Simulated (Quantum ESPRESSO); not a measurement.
**Equation of state of Si under PBEsol**

```cif
data_structure
_symmetry_space_group_name_H-M 'Fd-3m:1'
_symmetry_Int_Tables_number 227
_cell_length_a 5.4271
_cell_length_b 5.4271
_cell_length_c 5.4271
_cell_angle_alpha 90.000
_cell_angle_beta 90.000
_cell_angle_gamma 90.000
_cell_volume 159.85
loop_
_atom_site_label
_atom_site_type_symbol
_atom_site_symmetry_multiplicity
_atom_site_Wyckoff_symbol
_atom_site_fract_x
_atom_site_fract_y
_atom_site_fract_z
_atom_site_occupancy
Si1 Si 8 a 0.25000 0.25000 0.25000 1
```

The cell was scaled at fixed shape and fractions and run with Quantum ESPRESSO, GBRV 1.5 PBEsol, cutoff 612 eV; PBEsol, k mesh 10 × 10 × 10 on the cell of 2 atoms, fixed occupations, no spin polarisation, no spin-orbit coupling.

```tsv
V (Å³/atom)	energy over the lowest row (meV/atom)
18.7822	25.72
19.1818	11.50
19.5814	3.12
19.9810	0.00
20.3807	1.63
20.7803	?
21.1799	17.27
```

Q: Fit the third-order Birch-Murnaghan form, give V0, B0 and B′, and predict the energy left open.

A: With y = (V0/V)^(2/3), E = E0 + (9 V0 B0/16) [(y - 1)³ B′ + (y - 1)² (6 - 4y)]. Least squares through the rows shown give V0 = 20.0375 Å³/atom, E0 = -0.04 meV, B0 = 93.81 GPa (1 eV/Å³ = 160.218 GPa) and B′ = 4.22, with a largest miss of 0.01 meV. At V = 20.7803 the form with these constants gives 7.53 meV; the run gave 7.53 meV an atom. Other set-ups at this level, from all their volumes (Å³/atom, GPa): Quantum ESPRESSO, PseudoDojo 0.4.1 SR PBEsol standard: V0 20.027, B0 93.3.
